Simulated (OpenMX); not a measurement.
**CuO in OpenMX: the effect of volume scale**

Crystal: CuO.

```xyz
2
Lattice="2.7180 0.0000 0.0000 -1.3590 2.3539 0.0000 0.0000 0.0000 2.6526" Properties=species:S:1:pos:R:3 pbc="T T T"
Cu    0.0000    0.0000    0.0000
O     1.3590    0.7846    1.3263
```

Measurements of this composition are mostly on another form, of space group No. 15.

Alike in all runs:

* Program: OpenMX 3.8.5
* Task: band structure
* Functional: PBE
* Potentials or basis: OpenMX 2013 PBE set, Cu6.0H-s3p2d2, O6.0-s2p2d1, grid cutoff 500 Ry
* k mesh: 9 × 9 × 7
* Occupations: fermi-dirac, width 0.05 eV
* Spin: no spin polarisation

One run gave: pressure -8.4 GPa. Which volume scale did it use?
A. 0.96
B. 0.92
C. 1.08
D. 1.04
E. 0.88

C.

```csv
volume scale,pressure (GPa)
0.88,31.5
0.92,19.4
0.96,10.0
1,2.3
1.04,-3.6
1.08,-8.4
```

Caveats: the basis of atomic orbitals isn't converged, which shifts pressures, moduli and gaps; an odd number of electrons without spin polarisation forces a metal; a magnetic or distorted state may lie lower; the run has no spin polarisation, though such a crystal can be magnetic.
